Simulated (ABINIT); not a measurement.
HfC: single point with PBE

HfC:

```
CELL_PARAMETERS angstrom
-1.39667 2.49718 1.84734
1.39667 -2.49718 1.84734
1.39667 2.49718 -1.84734
ATOMIC_POSITIONS crystal
Hf 0.98471 0.98471 0.00000
C 0.67945 0.17945 0.50000
```

The cell was built by a generator and needn't be a form met in nature.

```
Program             : ABINIT 10.8.3 (patched build)
Task                : single point
Functional          : PBE
Potentials or basis : JTH PAW PBE v2.0
Cutoff              : 517 eV
k mesh              : 12 × 12 × 12
Occupations         : fermi-dirac, width 0.05 eV
Spin                : no spin polarisation
```

| Quantity | Value |
| --- | --- |
| Pressure | 68.5 GPa |
| Largest force | 11.832 eV/Å |
| Band gap on the k mesh | 0.37 eV, indirect (least direct gap 0.87 eV) |

Forces in eV/Å, atoms in the order of the input:
```
Hf    0.000   0.000  11.832
C     0.000   0.000 -11.832
```

Stress tensor (GPa, compression positive):
```
170.41   0.00   0.00
  0.00 -23.93   0.00
  0.00   0.00  59.01
```

Levels at points of the mesh, in eV from the valence-band top:
| k point | band 6 | band 7 | band 8 | band 9 | band 10 | band 11 |
| --- | --- | --- | --- | --- | --- | --- |
| (0.00, 0.00, 0.00) | -4.25 | -3.20 | -1.33 | 1.95 | 3.85 | 5.06 |
| (0.50, 0.00, 0.00) | -5.80 | -3.99 | -1.92 | 3.06 | 4.48 | 5.57 |
| (0.00, 0.50, 0.00) | -4.09 | -1.66 | -0.09 | 2.06 | 4.12 | 5.26 |
| (0.50, 0.50, 0.00) | -5.71 | -2.57 | -2.42 | 3.27 | 4.75 | 5.02 |
| (0.50, 0.50, 0.50) | -5.18 | -3.34 | -0.85 | 3.14 | 5.67 | 6.76 |

It took 69 s on 1 thread of Arm Neoverse V2, on a shared host, peak memory 0.19 GiB.

Caveat: a pressure of tens of GPa on the cell as given is suspect, and the run, the potentials or the cell itself is likely at fault; spin-orbit coupling is left out, which moves the levels of the heavy elements; forces of over 1 eV/Å show positions far from the minimum, so gaps and moduli don't describe the material at rest; the atomic spheres overlap. A k mesh can miss the band edges.
